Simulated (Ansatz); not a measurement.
A 3-atom cell of PbF2 started from a crystallographic database, relaxed with r2SCAN+rVV10: the symmetry is Fm-3m (No. 225, cubic); conventional cell a = 5.892 Å, 17.04 Å³ an atom. Around Pb lie 8 F at 2.55 Å; around F lie 4 Pb at 2.55 Å. One-shot G0W0@PBE in the plane-wave code Ansatz on a 4×4×4 mesh (contour deformation, no spin-orbit coupling), from a PBE gap of 4.415 eV over the mesh points (the G0W0 gap is indirect on the mesh); the number N of bands summed and the screening cutoff rise together. Spin-unpolarised throughout; all numbers are computed.

| N | cutoff (eV) | 1000/N | G0W0 gap (eV) |
| --- | --- | --- | --- |
| 97 | 80 | 10.309 | 6.241 |
| 206 | 140 | 4.854 | 6.301 |

Question: Lay a straight line in 1000/N through these rows.

Answer: The slope is -0.0110 eV per unit of 1000/N and the intercept 6.354 eV.

Question: Predict the gap at N = 367 (210 eV).

Answer: 6.354 + (-0.0110) × 2.725 = 6.324 eV; the run gives 6.474 eV, +0.150 eV from the line.

Question: With that run's result added, what limit do the last two rows suggest?

Answer: Their slope is (6.474 − 6.301)/(2.725 − 4.854) = -0.0813, which meets 1/N = 0 at 6.70 eV, against 6.354 eV from the first line. The slope steepens, so 1/N isn't yet asymptotic and the true limit probably lies higher still; the k mesh isn't extrapolated.

Spin-orbit coupling is left out; in compounds of Pb, Bi, Tl or Hg it can lower a gap by up to about 1 eV, split its edges or invert the bands.
